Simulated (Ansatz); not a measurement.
# Two Ansatz runs on Be

The geometry is COD entry 9012017, unchecked; take it as a test cell. It was measured hot, at 658 K.

First run: DFT, PBE, all-electron PAW with datasets made for the crystal, scalar-relativistic (Ansatz 0.2.0).

Command: `ansatz run input.yaml --threads 1 --pin off --max-ram 2048MiB --backend cpu --events-out ev --progress --plain --runs-dir out` The run took 6.5 s on 1 thread of Arm Neoverse V1, on a shared host, peak memory 0.3 GiB.

```yaml
crystal:
  lattice:
    - [2.2995019849, 0.0, 0.0]
    - [-1.1497509925, 1.991427135, 0.0]
    - [0.0, 0.0, 3.6009]
  atoms:
    - { symbol: Be, position: [0.3333333333, 0.6666666667, 0.25] }
    - { symbol: Be, position: [0.6666666667, 0.3333333333, 0.75] }
kpoints:
  mp_grid: { grid: [20, 20, 11] }
  band_path:
    path:
      - [0.0, 0.0, 0.0]
      - [0.5, 0.0, 0.0]
      - [0.3333333333, 0.3333333333, 0.0]
      - [0.0, 0.0, 0.0]
      - [0.0, 0.0, 0.5]
      - [0.5, 0.0, 0.5]
      - [0.3333333333, 0.3333333333, 0.5]
      - [0.0, 0.0, 0.5]
      - [0.5, 0.0, 0.5]
    npoints: 8
scf:
  occupations: { method: fermi_dirac, width: 0.05 }
hamiltonian:
  xc: pbe
  pseudopotentials: { kind: all_electron, datasets: crystal }
output:
  forces: true
  stress: true
  eigenvalues: true
  efg: { contact_densities: true }
```

Result: converged; pressure -4.74 GPa; no gap on the k mesh; 5 SCF iterations.

The input is then changed:

```diff
@@ -7,4 +7,5 @@
     - { symbol: Be, position: [0.3333333333, 0.6666666667, 0.25] }
     - { symbol: Be, position: [0.6666666667, 0.3333333333, 0.75] }
+  symmetry: { detect: false }
 kpoints:
   mp_grid: { grid: [20, 20, 11] }
@@ -23,7 +24,9 @@
 scf:
   occupations: { method: fermi_dirac, width: 0.05 }
+  n_extra_bands: 2
 hamiltonian:
   xc: pbe
   pseudopotentials: { kind: all_electron, datasets: crystal }
+  dispersion: d4
 output:
   forces: true
```

Task: Predict the outcome of the changed run.

Result: It converged; pressure -6.81 GPa; no gap on the k mesh; 5 SCF iterations.
